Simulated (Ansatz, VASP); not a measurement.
# One calculation of Ta, two programs

The input POSCAR:

```
Ta
1.0
   -1.6836662614      1.6836662614      1.6836662614
    1.6836662614     -1.6836662614      1.6836662614
    1.6836662614      1.6836662614     -1.6836662614
Ta
1
Direct
    0.0000000000      0.0000000000      0.0000000000
```

Contents of INCAR.step1:

```
SYSTEM = Ta
PREC     = Accurate       ! precision mode
ENCUT    = 520            ! plane-wave cutoff, eV
ISMEAR   = 1              ! smearing method
SIGMA    = 0.05           ! smearing width, eV
LREAL    = .False.        ! projectors in reciprocal space
LASPH    = .True.         ! aspherical terms in the spheres
NELM     = 60             ! most SCF steps
NBANDS   = 12             ! bands
GGA      = PE             ! functional
ALGO     = Normal         ! electronic algorithm
EDIFF    = 1E-4           ! SCF threshold, eV
LWAVE    = .True.         ! write WAVECAR
LCHARG   = .False.        ! write CHGCAR
```

Contents of INCAR.step2:

```
SYSTEM = Ta
PREC     = Accurate       ! precision mode
ENCUT    = 520            ! plane-wave cutoff, eV
EDIFF    = 1E-6           ! SCF threshold, eV
ISMEAR   = 1              ! smearing method
SIGMA    = 0.05           ! smearing width, eV
LREAL    = .False.        ! projectors in reciprocal space
LASPH    = .True.         ! aspherical terms in the spheres
NELM     = 60             ! most SCF steps
ALGO     = Normal         ! electronic algorithm
ISIF     = 2              ! what is computed and relaxed
LWAVE    = .False.        ! write WAVECAR
LCHARG   = .False.        ! write CHGCAR
METAGGA  = R2SCAN         ! meta-GGA
LMIXTAU  = .True.       
LUSE_VDW = .True.       
IVDW_NL  = 2            
BPARAM   = 11.95        
CPARAM   = 0.0093       
NBANDS   = 12             ! bands
ISTART   = 1
```

KPOINTS

```
regular mesh
0
Gamma
  11 11 11
  0 0 0
```

The input input.yaml:

```yaml
crystal:
  lattice:
    - [-1.6836662614, 1.6836662614, 1.6836662614]
    - [1.6836662614, -1.6836662614, 1.6836662614]
    - [1.6836662614, 1.6836662614, -1.6836662614]
  atoms:
    - { symbol: Ta, position: [0.0, 0.0, 0.0] }
hamiltonian:
  xc: r2scan
  pseudopotentials: { kind: paw }
  dispersion: rvv10
kpoints:
  mp_grid: { grid: [11, 11, 11] }
scf:
  occupations: { method: cold, width: 0.05 }
output:
  forces: true
  stress: true
  eigenvalues: true
```

Alike in both runs: task single point; functional r2SCAN; dispersion rVV10; k mesh 11 × 11 × 11; no spin polarisation.

|  | VASP | Ansatz |
| --- | --- | --- |
| version | VASP 6.6.1 | Ansatz 0.2.0 |
| potentials or method | VASP PAW PBE potentials, release 64 (Ta_pv) | Ansatz PAW |
| plane-wave cutoff (eV) | 520 | 500 |
| occupations | methfessel-paxton of order 1, width 0.05 eV | cold, width 0.05 eV |
| valence electrons in the cell | 11 | 13 |

|  | VASP | Ansatz | Ansatz less VASP |
| --- | --- | --- | --- |
| gap on the k mesh at the Fermi level (eV) | none | none | - |
| pressure (GPa) | -11.1 | -12.3 | -1.16 |

A gap of «none» marks a metal or a gap that the smearing closes. The two sets of potentials don't hold the same shells in valence.

Caveats: the PAW data sets were made with another functional, which shifts forces and pressure a little (VASP); the PAW data sets come from PBE, with cores solved anew for the run's functional, which leaves a small shift of forces and pressure (Ansatz). The runs have no spin-orbit coupling, so splittings on Ta are missing.
